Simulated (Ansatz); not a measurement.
Crystal: CuO.

```
Cu O
1.0
     1.99097   -2.15355    0.00000
     1.99097    2.15355    0.00000
     0.00000    0.00000    5.15593
Cu O
2 2
Direct
  0.50000 0.00000 0.00000
  0.00000 0.50000 0.50000
  0.50000 0.50000 0.25000
  0.50000 0.50000 0.75000
```

Measurements of this composition are mostly on another form, of space group No. 15.

```yaml
Program: Ansatz 0.2.0
Task: relaxation of cell and atoms
Functional: PBEsol
Potentials_or_basis: Ansatz PAW
Cutoff: "420 eV (not typed: the program's choice for these potentials)"
k_mesh: 9 × 9 × 5
Occupations: fermi-dirac, width 0.05 eV
Spin: no spin polarisation
Hubbard_terms: Cu d U = 2 eV
```

At the start: volume 11.05 Å³/atom.

**Question.** Where does the relaxation end?

**Answer.** It ends after 10 steps and the volume is 10.73 Å³/atom (-3.0 %); space group P4_2/mmc (No. 131, to 0.05 Å).

The path:
| step | energy change (eV) | largest force (eV/Å) | volume (Å³) |
| --- | --- | --- | --- |
| 1 | 0.0000 | 0.0000 | 44.21 |
| 2 | -0.0198 | 0.0000 | 43.55 |
| 3 | -0.0299 | 0.0000 | 42.83 |
| 4 | -0.0306 | 0.0000 | 42.94 |
| 5 | -0.0306 | 0.0000 | 42.93 |
| 6 | -0.0269 | 0.0000 | 42.93 |
| 7 | -0.0274 | 0.0000 | 42.90 |
| 8 | -0.0273 | 0.0000 | 42.90 |
| 9 | -0.0274 | 0.0000 | 42.90 |
| 10 | -0.0275 | 0.0000 | 42.90 |

Final structure:
```yaml
crystal:
  lattice:
    - [2.04505, -2.05697, 0.00000]
    - [2.04505, 2.05697, 0.00000]
    - [0.00000, 0.00000, 5.09970]
  atoms:
    - { symbol: Cu, position: [0.50000, 0.00000, 0.00000] }
    - { symbol: Cu, position: [0.00000, 0.50000, 0.50000] }
    - { symbol: O, position: [0.50000, 0.50000, 0.25000] }
    - { symbol: O, position: [0.50000, 0.50000, 0.75000] }
```

Caveat: the plane-wave basis is chosen anew once the cell has moved, so the energies of steps on either side of that aren't comparable; the pressure holds a Pulay correction of +0.7 GPa for the finite cutoff; the run has no spin polarisation, though such a crystal can be magnetic; U without spin polarisation on a metal has little footing; the PAW data sets come from PBE, with cores solved anew for the run's functional, which leaves a small shift of forces and pressure.
